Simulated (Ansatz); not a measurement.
# Cu (Cmcm) in Ansatz: reference runs

How does Cu come out in PBE? The cell is run as given and disturbed.

Program: Ansatz 0.2.0. These are calculated values, not measurements. Logs are shortened: lines on timing, memory, paths and dates and some standing lists are left out, and cuts for length are marked.

## Step 1: The crystal as given

It takes space group Cmcm (No. 63, orthorhombic). Conventional cell: a = 2.437 Å, b = 7.953 Å, c = 2.475 Å, α = 90.00°, β = 90.00°, γ = 90.00°. Cu (site symmetry m2m) is surrounded by 10 Cu at 2.44 to 2.54 Å.

This isn't the form of Cu at room conditions, which is fcc.

## Step 2: Single point, PBE

The input, input.yaml:

```yaml
crystal:
  lattice:
    - [1.21846369, -3.9763780104, 0.0]
    - [1.21846369, 3.9763780104, 0.0]
    - [0.0, 0.0, 2.4754955235]
  atoms:
    - { symbol: Cu, position: [0.86613335, 0.13386665, 0.75] }
    - { symbol: Cu, position: [0.13386665, 0.86613335, 0.25] }
kpoints:
  mp_grid: { grid: [11, 11, 11] }
scf:
  occupations: { method: fermi_dirac, width: 0.05 }
hamiltonian:
  xc: pbe
  pseudopotentials: { kind: all_electron, lapw: { basis_error: 0.001 } }
output:
  forces: true
  stress: true
  eigenvalues: true
  populations: true
```

Potentials or basis: all-electron LAPW, scalar-relativistic.

Started as:

```
ansatz run input.yaml --threads 1 --pin off --max-ram 3072MiB --backend cpu --events-out ev --progress --plain --runs-dir out
```

The log of the run:

```text
Warning: RAYON_NUM_THREADS=1 ignored (pool sized by the plan → 1); use --threads N
Cu: projections on atomic orbitals take those of the free atom 1s2 2s2 2p6 3s2 3p6 3d10 4s1, of charge +0.00 (hamiltonian.pseudopotentials.projection_atoms)
LAPW: plane waves up to 9.298 Å⁻¹, error target 1.0e-3 eV per atom; small_component_spin mean_spin; Cu in spheres of 1.218 Å, 19 of its electrons in bands, Dirac shells [] (how accurate: hamiltonian.pseudopotentials.lapw.basis_error, Limitations)
Engine: ansatz 0.2.0, aarch64-unknown-linux-gnu
Pseudopotentials: kind: all_electron
Pseudopotential: Cu, LAPW, valence charge 19, lapw/all_electron/scalar/gaussian/Cu, Koelling and Harmon's equation, gaussian nucleus
Functional definition: PBE
  parameter kappa = 0.804
  parameter beta = 0.06672455060314922
  exchange = pbe_x(kappa = kappa, mu = beta*pi^2/3)
  correlation = pbe_c(beta = beta)
Crystal: 2 atoms, lattice volume = 23.988 Å³
Basis set: ecut = 329.4105747828646 eV, 323 PW (Γ), FFT grids on a1+a2, a2, a3, exchange–correlation at level 2
Bands: 23, of which v1, the nominal top of the filled ones, is band 19 counted from 1 (18 counted from 0)
Symmetry: 8 space group operations
Space group: Cmcm (ITA 63), of the structure as read, at distance tolerance 2.9e-5 Å
k-points: 216 of 1331
Non-local potential: Cu, projectors of the file, none
Initial density: superposition of atomic densities (chi_scale 0.1, normalization cell)
Initial wavefunctions: plane waves of lowest kinetic energy (no species holds an atomic orbital)
Functional: x = pbe(κ = 0.804, μ = 0.2195149727645171), c = pbe(β = 0.06672455060314922)
iter 1 solved again at ethr=1.07e-3 eV; its pass at ethr=1.00e-1 eV (dr2=4.07e-1 eV) is discarded
SCF iter   1: F=—  HF=-90069.966566 eV  |F-HF|=—  |Δ(HF+E_count)|=         —  Δρ=5.44e-2  dr2=4.09e-1  ethr=1.07e-3  ⟨swp⟩=2.0  Hψ=34585  notcnv=0
preconditioner: auto → none  [metal: Δε(μ)=0.010 eV  Ē_g=9.588 eV  σ=0.050 eV  W_gap=0.05  n_scr=8 (ndim 8)  ℏωp=35.6 eV  f_vac=0.000  D(μ)=0.90/eV (n_scr^D=4)  sad-step TF]
SCF iter   2: F=—  HF=-90071.256074 eV  |F-HF|=—  |Δ(HF+E_count)|=    1.29e0  Δρ=2.54e-2  dr2=9.29e-2  ethr=1.07e-3  ⟨swp⟩=3.0  Hψ=17971  notcnv=0
iter 3 solved again at ethr=1.20e-5 eV; its pass at ethr=2.44e-4 eV (dr2=4.56e-3 eV) is discarded
SCF iter   3: F=—  HF=-90068.417305 eV  |F-HF|=—  |Δ(HF+E_count)|=    2.84e0  Δρ=3.85e-3  dr2=4.56e-3  ethr=1.20e-5  ⟨swp⟩=2.0  Hψ=27564  notcnv=0
SCF iter   4: F=—  HF=-90068.294602 eV  |F-HF|=—  |Δ(HF+E_count)|=   1.23e-1  Δρ=5.71e-3  dr2=4.74e-3  ethr=1.20e-5  ⟨swp⟩=3.0  Hψ=17326  notcnv=0
SCF iter   5: F=—  HF=-90068.283602 eV  |F-HF|=—  |Δ(HF+E_count)|=   1.10e-2  Δρ=9.69e-4  dr2=4.92e-4  ethr=1.20e-5  ⟨swp⟩=2.0  Hψ=14095  notcnv=0
SCF iter   6: F=—  HF=-90068.283402 eV  |F-HF|=—  |Δ(HF+E_count)|=   2.00e-4  Δρ=1.61e-4  dr2=4.11e-6  ethr=1.29e-6  ⟨swp⟩=2.0  Hψ=14099  notcnv=0
SCF iter   7: F=—  HF=-90068.283405 eV  |F-HF|=—  |Δ(HF+E_count)|=   3.54e-6  Δρ=3.55e-5  dr2=2.48e-7  ethr=1.08e-8  ⟨swp⟩=3.0  Hψ=14767  notcnv=0
SCF iter   8: F=—  HF=-90068.283404 eV  |F-HF|=—  |Δ(HF+E_count)|=   1.35e-6  Δρ=6.16e-6  dr2=9.08e-9  ethr=6.53e-10  ⟨swp⟩=2.9  Hψ=14553  notcnv=0
SCF iter   9: F=-90068.283404 eV  HF=-90068.283404 eV  |F-HF|=2.04e-10  |Δ(HF+E_count)|=   2.69e-8  Δρ=3.59e-7  dr2=2.33e-11  ethr=2.39e-11  ⟨swp⟩=2.4  Hψ=14216  notcnv=0
SCF 1 converged in 9 iterations: F = -90068.283404 eV  dr2 = 2.33e-11
SCF converged after 9 iterations
Free energy (F): -90068.283404 eV
Harris-Foulkes:  -90068.283404 eV  (|F-HF|=2.04e-10)
Internal energy: -90068.279201 eV  (E = F + TS)
E sigma→0 (E₀):  -90068.281302 eV
Entropy (-TS):   -0.004204 eV (-2.102 meV/atom)
Fermi energy:    16.301306 eV
--- Per-component energies (eV) ---
  E_band       = -737.533313
  E_kinetic    = 91619.045486
  E_xc         = -3681.546247
  E_electrostatic = -178005.778440  (all electrons and nuclei)
  E_smearing   = -0.004204  (= −TS)
  E_closure    = 0.000000  (closes the sum)
  E_atoms      = -90061.064913  (free atoms, spherical and without spin; not in F)
  Σ components = -90068.283404   (vs F -90068.283404, Δ=0.00e0)
  Basis errors (estimates in eV, not in F): energy 2.6e-4 per atom: plane waves 2.4e-4 (1.3e-4 summed), levels above the bands 2.0e-83, relativity 2.8e-8, radial functions 2.0e-5, core shells 1.1e-10; eigenvalues (radial functions only) 3.6e-7; not estimated: angular momenta, meshes, grids; target (lapw.basis_error) 1.0e-3; muffin-tin radii Cu 1.218 Å
--- Forces (eV/Å), atoms counted from 1 ---
  atom   1  Cu     0.00000000    -0.04809185    -0.00000000
  atom   2  Cu     0.00000000     0.04809185     0.00000000
  max |Σ_I F_I| component: 0.00e0 eV/Å
--- Stress (GPa, compression-positive) ---
        6.583875       0.000000       0.000000
        0.000000       6.065596       0.000000
        0.000000       0.000000       7.124598
  P = ⅓ Tr σ = 6.5914 GPa (65.914 kbar)
--- Band table (eV; the first three rows and the last of 216) ---
  k-point 0: bands = ["-96.3012", "-96.2828", "-53.7406", "-53.6509", "-53.6172", "-53.6138", "-53.6047", "-53.5912", "6.9847", "11.3134", "12.0885", "12.5736", "13.2861", "13.5499", "13.9780", "14.2891", "14.4846", "14.6250", "14.8802", "16.1848", "21.0775", "31.0046", "34.6549"]
  k-point 1: bands = ["-96.3003", "-96.2826", "-53.7375", "-53.6567", "-53.6211", "-53.6191", "-53.6039", "-53.5910", "7.1992", "11.4391", "12.1150", "12.5990", "13.2361", "13.5941", "13.9589", "14.2053", "14.4051", "14.5239", "14.6043", "16.8963", "21.1482", "28.8339", "34.9205"]
  k-point 2: bands = ["-96.2976", "-96.2821", "-53.7287", "-53.6720", "-53.6408", "-53.6248", "-53.6018", "-53.5904", "7.8287", "11.7668", "12.1848", "12.6323", "13.1120", "13.5951", "13.8936", "13.9663", "14.0358", "14.5668", "14.5753", "18.2079", "21.3809", "25.4895", "34.4274"]
  k-point 215: bands = ["-96.2850", "-96.2845", "-53.7409", "-53.7396", "-53.6450", "-53.6430", "-53.5936", "-53.5898", "11.1685", "11.2728", "12.6151", "12.7569", "13.8356", "13.8535", "14.2654", "14.4068", "14.4203", "14.7704", "14.9053", "15.6057", "20.0798", "20.5393", "33.3078"]
--- Löwdin populations: 2 sites ---
  site symbol       q [e]
     0     Cu     28.8448
     1     Cu     28.8448
  spilling = 0.005353 (of n_electrons = 58.000000)
```

It took 52 s on 1 thread of Arm Neoverse V1, shared host; peak memory 0.6 GiB.

What came out:

```yaml
Free_energy: -90068.2834 eV
Pressure: 6.6 GPa
Largest_force: 0.048 eV/Å
Band_gap_on_the_k_mesh: none (metal or under the smearing width)
```

Forces in eV/Å, atoms in the order of the input:
```
Cu   0.000 -0.048  0.000
Cu   0.000  0.048  0.000
```

Stress tensor (GPa, compression positive):
```
6.58 0.00 0.00
0.00 6.07 0.00
0.00 0.00 7.12
```

Levels at points of the mesh, in eV from the Fermi level:
```csv
k point,band 16,band 17,band 18,band 19,band 20,band 21,band 22,band 23
"(0.00, 0.00, 0.00)",-2.01,-1.82,-1.68,-1.42,-0.12,4.78,14.70,18.35
```

## Step 3: Single point, PBE (atoms moved at random, drawn with an rms of 0.05 Å)

input.yaml, as its differences from that of step 2:

```diff
@@ -6,4 +6,4 @@
   atoms:
-    - { symbol: Cu, position: [0.86613335, 0.13386665, 0.75] }
-    - { symbol: Cu, position: [0.13386665, 0.86613335, 0.25] }
+    - { symbol: Cu, position: [0.871119, 0.133307, 0.739922] }
+    - { symbol: Cu, position: [0.135042, 0.885184, 0.246958] }
 kpoints:
```

Potentials or basis: all-electron LAPW, scalar-relativistic.

Started as:

```
ansatz run input.yaml --threads 1 --pin off --max-ram 3072MiB --backend cpu --events-out ev --progress --plain --runs-dir out
```

The log of the run:

```text
Warning: RAYON_NUM_THREADS=1 ignored (pool sized by the plan → 1); use --threads N
Cu: projections on atomic orbitals take those of the free atom 1s2 2s2 2p6 3s2 3p6 3d10 4s1, of charge +0.00 (hamiltonian.pseudopotentials.projection_atoms)
LAPW: plane waves up to 9.586 Å⁻¹, error target 1.0e-3 eV per atom; small_component_spin mean_spin; Cu in spheres of 1.187 Å, 19 of its electrons in bands, Dirac shells [] (how accurate: hamiltonian.pseudopotentials.lapw.basis_error, Limitations)
Engine: ansatz 0.2.0, aarch64-unknown-linux-gnu
Pseudopotentials: kind: all_electron
Pseudopotential: Cu, LAPW, valence charge 19, lapw/all_electron/scalar/gaussian/Cu, Koelling and Harmon's equation, gaussian nucleus
Functional definition: PBE
  parameter kappa = 0.804
  parameter beta = 0.06672455060314922
  exchange = pbe_x(kappa = kappa, mu = beta*pi^2/3)
  correlation = pbe_c(beta = beta)
Crystal: 2 atoms, lattice volume = 23.988 Å³
Basis set: ecut = 350.1246058095406 eV, 361 PW (Γ), FFT grids on a1+a2, a2, a3, exchange–correlation at level 2
Bands: 23, of which v1, the nominal top of the filled ones, is band 19 counted from 1 (18 counted from 0)
Symmetry: 2 space group operations
Space group: P-1 (ITA 2), of the structure as read, at distance tolerance 2.9e-5 Å
k-points: 666 of 1331
Non-local potential: Cu, projectors of the file, none
Initial density: superposition of atomic densities (chi_scale 0.1, normalization cell)
Initial wavefunctions: plane waves of lowest kinetic energy (no species holds an atomic orbital)
[... 22 lines left out ...]
  E_band       = -737.339346
  E_kinetic    = 91619.070123
  E_xc         = -3681.540440
  E_electrostatic = -178005.775980  (all electrons and nuclei)
  E_smearing   = -0.004206  (= −TS)
  E_closure    = 0.000000  (closes the sum)
  E_atoms      = -90061.064913  (free atoms, spherical and without spin; not in F)
  Σ components = -90068.250503   (vs F -90068.250503, Δ=0.00e0)
  Basis errors (estimates in eV, not in F): energy 3.0e-4 per atom: plane waves 2.7e-4 (1.5e-4 summed), levels above the bands 4.7e-83, relativity 2.5e-8, radial functions 2.5e-5, core shells 2.2e-10; eigenvalues (radial functions only) 3.3e-7; not estimated: angular momenta, meshes, grids; target (lapw.basis_error) 1.0e-3; muffin-tin radii Cu 1.187 Å
--- Forces (eV/Å), atoms counted from 1 ---
  atom   1  Cu     0.00554999     0.75230214     0.05545206
  atom   2  Cu    -0.00554999    -0.75230214    -0.05545206
  max |Σ_I F_I| component: 0.00e0 eV/Å
--- Stress (GPa, compression-positive) ---
        4.498894      -0.543811       0.004392
       -0.543811       8.127527       0.174334
        0.004392       0.174334       7.503704
  P = ⅓ Tr σ = 6.7100 GPa (67.100 kbar)
--- Band table (eV; the first three rows and the last of 666) ---
  k-point 0: bands = ["-96.2975", "-96.2778", "-53.7490", "-53.6498", "-53.6139", "-53.6102", "-53.5874", "-53.5839", "7.0039", "11.3165", "12.1976", "12.4795", "13.2397", "13.5691", "14.0983", "14.1889", "14.5464", "14.5874", "14.9173", "16.0972", "21.1394", "31.0229", "34.9128"]
  k-point 1: bands = ["-96.2965", "-96.2777", "-53.7458", "-53.6558", "-53.6175", "-53.6157", "-53.5869", "-53.5835", "7.2187", "11.4434", "12.2214", "12.5087", "13.1894", "13.6218", "14.0686", "14.1436", "14.3937", "14.5490", "14.5761", "16.8490", "21.2079", "28.8440", "35.1718"]
  k-point 2: bands = ["-96.2938", "-96.2772", "-53.7366", "-53.6716", "-53.6369", "-53.6214", "-53.5853", "-53.5823", "7.8492", "11.7763", "12.2812", "12.5603", "13.0642", "13.6141", "13.9340", "13.9782", "14.0206", "14.5586", "14.5603", "18.1842", "21.4356", "25.4941", "34.3947"]
  k-point 665: bands = ["-96.2853", "-96.2738", "-53.7176", "-53.6787", "-53.6570", "-53.6436", "-53.6249", "-53.6163", "10.6547", "11.8117", "12.5327", "12.8934", "13.2344", "13.5326", "13.6250", "13.7981", "14.3123", "14.6893", "14.7338", "17.5845", "20.4448", "25.7421", "28.0417"]
--- Löwdin populations: 2 sites ---
  site symbol       q [e]
     0     Cu     28.8435
     1     Cu     28.8435
  spilling = 0.005396 (of n_electrons = 58.000000)
```

populations.tsv:

```text
# site	symbol	l	j	q
# orbitals = lowdin
# n_electrons = 58.000000
# spilling = 0.005396
# projection_atom_Cu: 1s2 2s2 2p6 3s2 3p6 3d10 4s1
0	Cu	0_1S	-	1.999991
0	Cu	0_2S	-	1.999556
0	Cu	0_3S	-	1.988360
0	Cu	0_4S	-	1.055081
0	Cu	1_2P	-	5.999998
0	Cu	1_3P	-	5.999074
0	Cu	2_3D	-	9.801455
1	Cu	0_1S	-	1.999991
1	Cu	0_2S	-	1.999556
1	Cu	0_3S	-	1.988360
1	Cu	0_4S	-	1.055081
1	Cu	1_2P	-	5.999998
1	Cu	1_3P	-	5.999074
1	Cu	2_3D	-	9.801455
```

Wall time 2.8 min (1 thread of Arm Neoverse V1, shared host); peak memory 1.4 GiB.

What came out:

```
Free energy            : -90068.2505 eV
Pressure               : 6.7 GPa
Largest force          : 0.754 eV/Å
Band gap on the k mesh : none (metal or under the smearing width)
```

Forces in eV/Å, atoms in the order of the input:
```
Cu   0.006  0.752  0.055
Cu  -0.006 -0.752 -0.055
```

Levels at points of the mesh, in eV from the Fermi level:
```tsv
k point	band 17	band 18	band 19	band 20	band 21	band 22
(0.00, 0.00, 0.00)	-1.75	-1.70	-1.37	-0.19	4.85	14.73
```
